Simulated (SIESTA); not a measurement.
CuAu under changes of volume

One of the cells (14.556 Å³/atom); the others are scaled copies at fixed shape and fractional positions:

```
Au Cu
1.0
     2.81075    0.00000    0.00000
     0.00000    2.81075    0.00000
     0.00000    0.00000    3.68500
Au Cu
1 1
Direct
  0.00000 0.00000 0.00000
  0.50000 0.50000 0.50000
```

| Item | Value |
| --- | --- |
| Program | SIESTA 5.4.2 |
| Functional | LDA |
| Potentials or basis | PseudoDojo 0.4 standard (LDA files) |
| Basis | DZP (energy shift 0.003 Ry; two zetas on semicore shells) |
| Grid cutoff | 800 Ry |
| Energy shift | 0.003 Ry |
| k mesh | 9 × 9 × 7 |
| Occupations | fermi-dirac, width 0.05 eV |
| Spin | no spin polarisation |

```csv
volume (Å³/atom),energy over the lowest point (meV/atom),pressure (GPa)
13.683,0.00,1.9
13.974,0.39,-2.2
14.265,7.85,-5.8
14.556,21.39,-8.9
14.847,?,?
15.139,63.79,-14.0
15.430,91.29,-16.1
```

**Question.** What does the run at 14.847 Å³/atom give?

**Answer.** Energy over the lowest point 40.26 meV/atom; pressure -11.7 GPa.

Worked out: A Birch-Murnaghan fit of order 3 (a polynomial in V^(-2/3)) to the other rows has its minimum at 13.81 Å³/atom with B0 = V·E''(V) = 198 GPa and B' = 5.5 at fixed shape and positions, which overstates the stiffness. It gives 40.24 meV/atom at 14.847 Å³/atom, against the run's 40.26, and -dE/dV = -11.7 GPa, against -11.7.

Energies are extrapolated to zero smearing.

Caveats: short orbitals over semicore shells can move pressures by several GPa; the basis of atomic orbitals isn't converged, which shifts pressures, moduli and gaps.
